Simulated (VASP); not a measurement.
# ZnS (F-43m) in VASP: a series of runs, part 2 of 2

VASP 6.6.1. The steps go on from the part before.

## 3. Dielectric tensor, PBEsol

File INCAR:

```
PREC = Accurate
ENCUT = 600
EDIFF = 1E-8
ISMEAR = 0
SIGMA = 0.03
LREAL = F
LASPH = T
NELM = 80
ALGO = Normal
ISIF = 2
LWAVE = F
LCHARG = F
GGA = PS
LEPSILON = T
```

File KPOINTS:

```
Automatic mesh
0
Monkhorst-Pack
  14 14 14
```

File POSCAR:

```
ZnS                                     
1.0
    0.0000000000      2.6803314388      2.6803314388
    2.6803314388      0.0000000000      2.6803314388
    2.6803314388      2.6803314388      0.0000000000
  Zn              S             
     1     1
Direct
     0.2500000000000000    0.2500000000000000    0.2500000000000000
     0.0000000000000000    0.0000000000000000    0.0000000000000000
```

Potentials or basis: VASP PAW PBE potentials, release 64 (Zn, S).

Started as:

```sh
cat potpaw_PBE.64/Zn/POTCAR potpaw_PBE.64/S/POTCAR > POTCAR
mpirun -np 1 vasp_std > vasp.out
```

OUTCAR:

```text
PREC = Accurate
   ENCUT = 600
   EDIFF = 1E-8
   ISMEAR = 0
   LREAL = F
   LASPH = T
   NELM = 80
   ISIF = 2
   GGA = PS
   LEPSILON = T

 ion  position               nearest neighbor table
   1  0.250  0.250  0.250-   2 2.32   2 2.32   2 2.32   2 2.32
   2  0.000  0.000  0.000-   1 2.32   1 2.32   1 2.32   1 2.32

  LATTYP: Found a face centered cubic cell.
 ALAT       =     5.3606628776

  Lattice vectors:

 A1 = (   0.0000000000,   2.6803314388,   2.6803314388)
 A2 = (   2.6803314388,   0.0000000000,   2.6803314388)
 A3 = (   2.6803314388,   2.6803314388,   0.0000000000)

Analysis of symmetry for initial positions (statically):
=====================================================================
 Subroutine PRICEL returns:
 Original cell was already a primitive cell.

 Routine SETGRP: Setting up the symmetry group for a
 face centered cubic supercell.

 Subroutine GETGRP returns: Found 24 space group operations
 (whereof 24 operations were pure point group operations)
 out of a pool of 48 trial point group operations.

The static configuration has the point symmetry T_d .

Analysis of symmetry for dynamics (positions and initial velocities):
=====================================================================
 Subroutine PRICEL returns:
 Original cell was already a primitive cell.

 Routine SETGRP: Setting up the symmetry group for a
 face centered cubic supercell.

 Subroutine GETGRP returns: Found 24 space group operations
 (whereof 24 operations were pure point group operations)
 out of a pool of 48 trial point group operations.

The dynamic configuration has the point symmetry T_d .

 Subroutine INISYM returns: Found 24 space group operations
 (whereof 24 operations are pure point group operations),
 and found     1 'primitive' translations

----------------------------------------------------------------------------------------
[... 561 lines left out ...]
           0.000000     6.500513     0.000000
           0.000000     0.000000     6.500513
 ------------------------------------------------------

 Free energy of the ion-electron system (eV)
  ---------------------------------------------------
  ---------------------------------------------------
  free energy    TOTEN  =        -0.57606384 eV

  energy without entropy =       -0.57606384

------------------------ aborting loop because EDIFF is reached ----------------------------------------

--------------------------------------- Ionic step        2  -------------------------------------------

------------------------ aborting loop because EDIFF is reached ----------------------------------------

--------------------------------------- Ionic step        3  -------------------------------------------

 Free energy of the ion-electron system (eV)
  ---------------------------------------------------
  ---------------------------------------------------
  free energy    TOTEN  =        -0.57606359 eV

  energy without entropy =       -0.57606359

------------------------ aborting loop because EDIFF is reached ----------------------------------------

 PIEZOELECTRIC TENSOR FIELD DIRECTION 3  (e Angst)
 -----------------------------------------------------------------------------
    -0.00015  1.61174  0.00000           (  0.00000 -0.00805  0.00000)
     1.61174 -0.00015  0.00000           ( -0.00805  0.00000  0.00000)
     0.00000  0.00000 -0.00076           (  0.00000  0.00000  0.00000)

 PIEZOELECTRIC TENSOR FIELD DIRECTION 3  (C/m^2)
 -----------------------------------------------------------------------------
    -0.00006  0.67052  0.00000
     0.67052 -0.00006  0.00000
     0.00000  0.00000 -0.00032

 MACROSCOPIC STATIC DIELECTRIC TENSOR (including local field effects in DFT)
 ------------------------------------------------------
           6.061449     0.000000     0.000000
          -0.000000     6.061449     0.000000
           0.000000     0.000000     6.061449
 ------------------------------------------------------

 PIEZOELECTRIC TENSOR (including local field effects)  for field in x, y, z        (e  Angst)
          XX          YY          ZZ          XY          YZ          ZX
  --------------------------------------------------------------------------------
  x     0.00000    -0.00000     0.00000     0.00000     1.61527    -0.00000
  y    -0.00000    -0.00000    -0.00000    -0.00000     0.00000     1.61527
  z    -0.00000    -0.00000    -0.00000     1.61527    -0.00000     0.00000

 PIEZOELECTRIC TENSOR (including local field effects)  for field in x, y, z        (C/m^2)
          XX          YY          ZZ          XY          YZ          ZX
  --------------------------------------------------------------------------------
  x     0.00000    -0.00000     0.00000     0.00000     0.67199    -0.00000
  y    -0.00000    -0.00000    -0.00000    -0.00000     0.00000     0.67199
  z    -0.00000    -0.00000    -0.00000     0.67199    -0.00000     0.00000

 BORN EFFECTIVE CHARGES (including local field effects) (in |e|, cummulative output)
 ---------------------------------------------------------------------------------
 ion    1
    1     1.96338    -0.00000    -0.00000
    2    -0.00000     1.96338     0.00000
    3    -0.00000     0.00000     1.96338
 ion    2
    1    -1.96338     0.00000     0.00000
    2     0.00000    -1.96338    -0.00000
    3     0.00000    -0.00000    -1.96338
```

stdout:

```text
POSCAR found type information on POSCAR ZnS
 POSCAR found :  2 types and       2 ions
 scaLAPACK will be used
 -----------------------------------------------------------------------------
|                                                                             |
|                                                                             |
|     You enforced a specific xc type in the INCAR file but a different       |
[... 46 lines left out ...]
  Direction:   1
 dielectric tensor                  component  1 :     6.061     0.191    -0.000
 Linear response to external field, progress :
  Direction:   2
 dielectric tensor                  component  2 :    -0.001     6.061    -0.192
 Linear response to external field, progress :
  Direction:   3
 dielectric tensor                  component  3 :     0.315    -0.002     6.061
 Born effective charges drift removed
```

It took 40 min on 1 thread of AMD EPYC 9R14 (Zen 4), shared host; peak memory 1.9 GiB.

What came out:

| Item | Value |
| --- | --- |
| Electronic dielectric tensor (diagonal) | 6.06 |
| Born charges (mean of the diagonal) | Zn +1.96; S -1.96 e |

Electronic dielectric tensor:
```
6.06 0.00 0.00
0.00 6.06 0.00
0.00 0.00 6.06
```

Born effective charge tensors (e):
atom 1, Zn
```
1.96 0.00 0.00
0.00 1.96 0.00
0.00 0.00 1.96
```
atom 2, S
```
-1.96  0.00  0.00
 0.00 -1.96  0.00
 0.00  0.00 -1.96
```

Caveat: the PAW data sets were made with another functional, which shifts forces and pressure a little.

## 4. Phonons, PBEsol, target pressure -1.5 GPa, at which the enthalpy is minimised

Edit POSCAR of step 3 so:

```diff
@@ -1,2 +1,2 @@
-ZnS                                     
+ZnS
 1.0
@@ -5,3 +5,3 @@
     2.6803314388      2.6803314388      0.0000000000
-  Zn              S             
+  Zn              S
      1     1
```

File INCAR.step1:

```
PREC = Accurate
ENCUT = 600
EDIFF = 1E-8
ISMEAR = 0
SIGMA = 0.03
LREAL = F
LASPH = T
NELM = 80
ALGO = Normal
ISIF = 3
LWAVE = F
LCHARG = F
GGA = PS
PSTRESS = -15.0
IBRION = 2
NSW = 40
EDIFFG = -0.002
```

File INCAR.step2:

```
PREC = Accurate
ENCUT = 600
EDIFF = 1E-8
ISMEAR = 0
SIGMA = 0.03
LREAL = F
LASPH = T
NELM = 80
ALGO = Normal
ISIF = 2
LWAVE = F
LCHARG = F
GGA = PS
PSTRESS = -15.0
IBRION = 6
NFREE = 2
POTIM = 0.015
NSW = 1
```

File KPOINTS:

```
Automatic mesh
0
Gamma
  10 10 10
```

Potentials or basis: VASP PAW PBE potentials, release 64 (Zn, S).

Started as:

```sh
cat potpaw_PBE.64/Zn/POTCAR potpaw_PBE.64/S/POTCAR > POTCAR
cp INCAR.step1 INCAR
mpirun -np 1 vasp_std > vasp.out
cp CONTCAR POSCAR
cp INCAR.step2 INCAR
mpirun -np 1 vasp_std > vasp.out
```

OUTCAR:

```text
PREC = Accurate
   ENCUT = 600
   EDIFF = 1E-8
   ISMEAR = 0
   LREAL = F
   LASPH = T
   NELM = 80
   ISIF = 2
   GGA = PS
   PSTRESS = -15.0
   IBRION = 6
   NFREE = 2
   POTIM = 0.015
   NSW = 1

 ion  position               nearest neighbor table
   1  0.250  0.250  0.250-   2 2.34   2 2.34   2 2.34   2 2.34
   2  0.000  0.000  0.000-   1 2.34   1 2.34   1 2.34   1 2.34

  LATTYP: Found a face centered cubic cell.
 ALAT       =     5.3965054716

  Lattice vectors:

 A1 = (   0.0000000000,   2.6982527358,   2.6982527358)
 A2 = (   2.6982527358,   0.0000000000,   2.6982527358)
 A3 = (   2.6982527358,   2.6982527358,   0.0000000000)

Analysis of symmetry for initial positions (statically):
=====================================================================
 Subroutine PRICEL returns:
 Original cell was already a primitive cell.

 Routine SETGRP: Setting up the symmetry group for a
 face centered cubic supercell.

 Subroutine GETGRP returns: Found 24 space group operations
 (whereof 24 operations were pure point group operations)
 out of a pool of 48 trial point group operations.

The static configuration has the point symmetry T_d .

Analysis of symmetry for dynamics (positions and initial velocities):
=====================================================================
 Subroutine PRICEL returns:
 Original cell was already a primitive cell.

 Routine SETGRP: Setting up the symmetry group for a
 face centered cubic supercell.

 Subroutine GETGRP returns: Found 24 space group operations
 (whereof 24 operations were pure point group operations)
 out of a pool of 48 trial point group operations.

[... 312 lines left out ...]

 E-fermi :   2.2494     XC(G=0):  -9.8693

 val. band max:        2.0645126828   @ k =   0.0000   0.0000   0.0000
 cond. band min:       4.0478625520   @ k =   0.0000   0.0000   0.0000
 fundamental gap:      1.9833498692
 Fermi energy:         2.2494462326

 k-point     1 :       0.0000    0.0000    0.0000
  band No.  band energies     occupation
      1     -11.1326      2.00000
      2      -4.3484      2.00000
      3      -4.3371      2.00000
      4      -4.3258      2.00000
      5      -3.8329      2.00000
      6      -3.8328      2.00000
      7       2.0375      2.00000
      8       2.0518      2.00000
      9       2.0645      2.00000
     10       4.0479      0.00000
     11       8.3501      0.00000
     12       8.3568      0.00000
     13       8.3651      0.00000
[... 354 lines left out ...]
  band No.  band energies     occupation
      1     -10.1490      2.00000
      2      -4.3673      2.00000
      3      -4.0908      2.00000
      4      -4.0825      2.00000
      5      -3.8079      2.00000
      6      -3.7743      2.00000
      7      -1.7402      2.00000
      8       0.0127      2.00000
      9       0.2440      2.00000
     10       5.9606      0.00000
     11       6.6583      0.00000
     12      10.7175      0.00000
     13      11.7036      0.00000

 [... further k-points ...]
[... 5 lines left out ...]
  --------------------------------------------------------------------------------------
  -------------------------------------------------------------------------------------
  Total       -0.3667524     -0.3649843     -0.3649843      0.0000000     -0.0801195      0.0000000
  in kB      -14.9556628    -14.8835638    -14.8835638      0.0000000     -3.2671658      0.0000000
  external PRESSURE =       0.0924032 kB  Pullay stress =     -15.0000000 kB
[... 21 lines left out ...]
  energy  without entropy=       -7.5849747716  energy(sigma->0) =       -7.58497477

  enthalpy is  TOTEN    =        -7.9528144300 eV   P V=       -0.3678396583

 INTERNAL STRAIN TENSORS FROM DISPLACED ATOMS
 ============================================

 INTERNAL STRAIN TENSOR FOR ION    1 for displacements in x,y,z  (eV/Angst):
          X           Y           Z          XY          YZ          ZX
  --------------------------------------------------------------------------------
  x     0.00000     0.00000     0.00000     0.00000    -5.33659     0.00000
  y     0.00000     0.00000     0.00000     0.00000     0.00000    -5.33659
  z     0.00000     0.00000     0.00000    -5.33659     0.00000     0.00000

 INTERNAL STRAIN TENSOR FOR ION    2 for displacements in x,y,z  (eV/Angst):
          X           Y           Z          XY          YZ          ZX
  --------------------------------------------------------------------------------
  x    -0.00000     0.00000     0.00000     0.00000     5.33817     0.00000
  y     0.00000    -0.00000     0.00000     0.00000     0.00000     5.33817
  z     0.00000     0.00000    -0.00000     5.33817     0.00000     0.00000

 Eigenvectors and eigenvalues of the dynamical matrix
 ----------------------------------------------------

   1 f  =    8.063959 THz    50.667347 2PiTHz  268.984708 cm-1    33.349838 meV
             X         Y         Z           dx          dy          dz
      1.349126  1.349126  1.349126     0.000000   -0.418726    0.393937
      0.000000  0.000000  0.000000    -0.000000    0.595939   -0.560659
[... 21 lines left out ...]
   6 f/i=    0.012757 THz     0.080152 2PiTHz    0.425512 cm-1     0.052757 meV
             X         Y         Z           dx          dy          dz
      1.349126  1.349126  1.349126     0.276197    0.488012   -0.595853
      0.000000  0.000000  0.000000     0.194065    0.342893   -0.418666

 ELASTIC MODULI CONTR FROM IONIC RELAXATION (kBar)
 Direction    XX          YY          ZZ          XY          YZ          ZX
 --------------------------------------------------------------------------------
 XX          -0.0000     -0.0000     -0.0000      0.0000      0.0000      0.0000
 YY          -0.0000     -0.0000     -0.0000      0.0000      0.0000      0.0000
 ZZ          -0.0000     -0.0000     -0.0000      0.0000      0.0000      0.0000
 XY           0.0000      0.0000      0.0000   -202.6958      0.0000      0.0000
 YZ           0.0000      0.0000      0.0000      0.0000   -202.6958      0.0000
 ZX           0.0000      0.0000      0.0000      0.0000      0.0000   -202.6958
 --------------------------------------------------------------------------------
```

OUTCAR.step1:

```text
PREC = Accurate
   ENCUT = 600
   EDIFF = 1E-8
   ISMEAR = 0
   LREAL = F
   LASPH = T
[... 681 lines left out ...]
  --------------------------------------------------------------------------------------
  -------------------------------------------------------------------------------------
  Total       -0.3667851     -0.3667851     -0.3667851      0.0000000      0.0000000      0.0000000
  in kB      -14.9569950    -14.9569950    -14.9569950      0.0000000      0.0000000      0.0000000
  external PRESSURE =       0.0430050 kB  Pullay stress =     -15.0000000 kB
[... 21 lines left out ...]
  energy  without entropy=       -7.5854489601  energy(sigma->0) =       -7.58544896

  enthalpy is  TOTEN    =        -7.9532886184 eV   P V=       -0.3678396583

 reached required accuracy - stopping structural energy minimisation
```

Run time: 3.2 min. Hardware: 1 thread of AMD EPYC 9R14 (Zen 4), shared host; peak memory 0.28 GiB.

What came out:

* Relaxed volume: 19.64 Å³/atom
* Relaxed cell: a = 3.816 Å, b = 3.816 Å, c = 3.816 Å, α = 60.00°, β = 60.00°, γ = 60.00°
* Space group after relaxing (to 0.05 Å): F-43m (No. 216)
* Highest phonon frequency at Γ, LO-TO splitting left out: 269 cm⁻¹

The path:
| step | energy change (eV) | largest force (eV/Å) | pressure (GPa) | volume (Å³) |
| --- | --- | --- | --- | --- |
| 1 | 0.0000 | 0.0000 | 0.01 | 38.51 |
| 2 | 0.0063 | 0.0000 | -1.94 | 39.54 |
| 3 | 0.0037 | 0.0000 | -1.50 | 39.29 |

Final structure:
```yaml
crystal:
  lattice:
    - [0.00000, 2.69825, 2.69825]
    - [2.69825, 0.00000, 2.69825]
    - [2.69825, 2.69825, 0.00000]
  atoms:
    - { symbol: Zn, position: [0.25000, 0.25000, 0.25000] }
    - { symbol: S, position: [0.00000, 0.00000, 0.00000] }
```

Phonon frequencies in cm⁻¹ (negative: imaginary):
```tsv
q point	frequencies
(0.000, 0.000, 0.000)	0 0 0 269 269 269
```

Caveat: the PAW data sets were made with another functional, which shifts forces and pressure a little.

## 5. How close it comes

Step 3. Measured high-frequency dielectric constant of ZnS: 5.14 (a printed reference work, monograph). This calculation gives 6.06 (+17.9 %).
